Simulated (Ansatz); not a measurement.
**Al3GaN4: clamped-ion elastic tensor**

The calculation used DFT PBEsol, scalar-relativistic, plane waves, PAW (Ansatz 0.2.0). Cutoff 420 eV, 6×6×6 k-points (Γ-centred), fixed occupations. No spin polarisation.

The cell, relaxed at this level:
```
Al Ga N
1.0
     4.40718    0.00000    0.00000
     0.00000    4.40718    0.00000
     0.00000    0.00000    4.40718
Al Ga N
3 1 4
Direct
  0.50000 0.50000 0.00000
  0.50000 0.00000 0.50000
  0.00000 0.50000 0.50000
  0.00000 0.00000 0.00000
  0.74471 0.74471 0.25529
  0.74471 0.25529 0.74471
  0.25529 0.74471 0.74471
  0.25529 0.25529 0.25529
```

(1) Give the clamped-ion elastic constants (GPa, Voigt order xx yy zz yz xz xy, on the axes of the cell above).

(2) And the moduli of a polycrystal (Hill averages)?

Results:

(1)
C11 = 282.1, C12 = 154.6, C13 = 154.6, C22 = 282.1, C23 = 154.6, C33 = 282.1, C44 = 212.5, C55 = 212.5, C66 = 212.5 GPa; the others vanish.

(2) B = 197 GPa, G = 132 GPa, E = 323 GPa, ν = 0.23.

Whether Al3GaN4 exists in this form wasn't checked.

Cost: 1 run of about 2 core-minutes, on Arm Neoverse V1 (shared hosts).